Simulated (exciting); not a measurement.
## Ta: equation of state with PBE

**Experimental background.**

From “Refinement of the equation of state of tantalum”, 2004, arxiv:cond-mat/0403080, for a bulk crystal of Ta: bulk modulus 194 GPa.

Crystal: Ta.

```
Ta
1.0
    -1.65128    1.65128    1.65128
     1.65128   -1.65128    1.65128
     1.65128    1.65128   -1.65128
Ta
1
Direct
  0.00000 0.00000 0.00000
```

```
Program             : exciting (release sodium)
Task                : equation of state
Functional          : PBE
Potentials or basis : all-electron LAPW+lo, shipped species files, valence relativity iora*
rgkmax              : 9
k mesh              : 11 × 11 × 11
Occupations         : fermi-dirac, width 0.05 eV
Spin                : no spin polarisation
```

```yaml
Equilibrium_volume: 18.24 Å³/atom
Bulk_modulus: 194 GPa
Pressure_derivative_of_the_bulk_modulus: "4.1 (rough: it moves with the points fitted)"
```

Energy against volume, from the lowest point:
| volume (Å³/atom) | energy (meV/atom) |
| --- | --- |
| 16.930 | 63.99 |
| 17.290 | 32.11 |
| 17.650 | 11.61 |
| 18.010 | 1.15 |
| 18.371 | 0.00 |
| 18.731 | 6.91 |
| 19.091 | 21.59 |

Measured bulk modulus of Ta: 194 GPa (quoted in “Refinement of the equation of state of tantalum”, 2004, arxiv:cond-mat/0403080). This calculation gives 194 GPa (-0.2 %). The fit is for a static lattice scaled at fixed shape and fixed fractional positions.

Spin-orbit coupling is left out, which matters for the levels of Ta. PBE usually gives volumes a little too large and moduli too small.
